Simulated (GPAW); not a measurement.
## TiC in GPAW: convergence with bands over the usual count

Input of the first run (bands over the usual count 0.72); the others differ in this setting and in those tied to it:

File run.py:

```python
from ase.dft.bandgap import bandgap
from ase.io import read, write
from ase.units import GPa
from gpaw import GPAW, PW

atoms = read('TiC.xyz')

calc = GPAW(mode=PW(800),
            xc='RPBE',
            kpts={'size': (11, 11, 11), 'gamma': True},
            occupations={'name': 'fermi-dirac', 'width': 0.05},
            nbands=13,
            convergence={'density': 1e-05, 'energy': 1e-05},
            maxiter=100,
            txt='gpaw.txt')
atoms.calc = calc
energy = atoms.get_potential_energy()
forces = atoms.get_forces()
stress = atoms.get_stress()
calc.write('gs.gpw')
write('result.traj', atoms)
print(f'Energy: {energy:.6f} eV')
print('Forces (eV/A):')
print(forces.round(4))
print('Stress (GPa):', (stress / GPa).round(3))
print('Fermi level:', round(calc.get_fermi_level(), 4), 'eV')
print(f'Gap: {bandgap(calc)[0]:.4f} eV, direct: {bandgap(calc, direct=True)[0]:.4f} eV')
```

The input TiC.xyz:

```xyz
2
Lattice="0.0000000000 2.1657188437 2.1657188437 2.1657188437 0.0000000000 2.1657188437 2.1657188437 2.1657188437 0.0000000000" Properties=species:S:1:pos:R:3 pbc="T T T"
Ti     0.0000000000      0.0000000000      0.0000000000
C      2.1657188437      2.1657188437      2.1657188437
```

Potentials or basis: the program's PAW data sets (release 1.2.1) made for this functional, pw.

Launch:

```sh
$ OMP_NUM_THREADS=1 python run.py
```

The cell is a database's computed one.

Hardware: 1 thread of Arm Neoverse V2, with other jobs on the host.

| bands over the usual count | energy less the tightest run, at zero smearing (meV/atom) | SCF cycles | CPU time (s) | peak memory (GiB) |
| --- | --- | --- | --- | --- |
| 0.72 | 0.00 | 10 | 11 | 0.16 |
| 0.8 | 0.00 | 10 | 12 | 0.16 |
| 0.9 | 0.00 | 10 | 13 | 0.16 |
| 1 | 0.00 | 10 | 14 | 0.16 |
| 1.3 | 0.00 | 10 | 18 | 0.16 |
| 1.7 | 0.00 | 10 | 24 | 0.17 |
| 2.5 | 0.00 | 10 | 33 | 0.18 |

Against the tightest run, the energy stays within 1 meV/atom from 0.72 on. The tightest run that finished is the yardstick and may itself not be fully converged.
